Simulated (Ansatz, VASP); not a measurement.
# Two plane-wave programs on InAs

```
In As
1.0
     3.12045    0.00000    0.00000
    -1.56023    2.70239    0.00000
     0.00000    0.00000    5.53927
In As
1 1
Direct
  0.00000 0.00000 0.00000
  0.00000 0.00000 0.50000
```

Alike in both runs: functional PBE; k mesh 6 × 6 × 4; occupations gaussian, width 0.1 eV; no spin polarisation.

Ansatz relaxed the structure, and its values are those at the end. VASP's run is a single point on that final structure, the one shown.

```csv
,VASP,Ansatz
version,VASP 6.6.1,Ansatz 0.2.0
potentials or method,"VASP PAW PBE potentials, release 64 (In_d, As)","scalar-relativistic, plane waves, PAW"
plane-wave cutoff (eV),520,420
valence electrons in the cell,18,28
```

|  | VASP | Ansatz | Ansatz less VASP |
| --- | --- | --- | --- |
| gap on the k mesh at the Fermi level (eV) | none | none | - |
| pressure (GPa) | -0.1 | -0.1 | -0.01 |

A gap of «none» marks a metal or a gap that the smearing closes. The two sets of potentials don't hold the same shells in valence.

Caveats: the k mesh is coarse (spacing up to 0.39 Å⁻¹), so the values aren't converged.
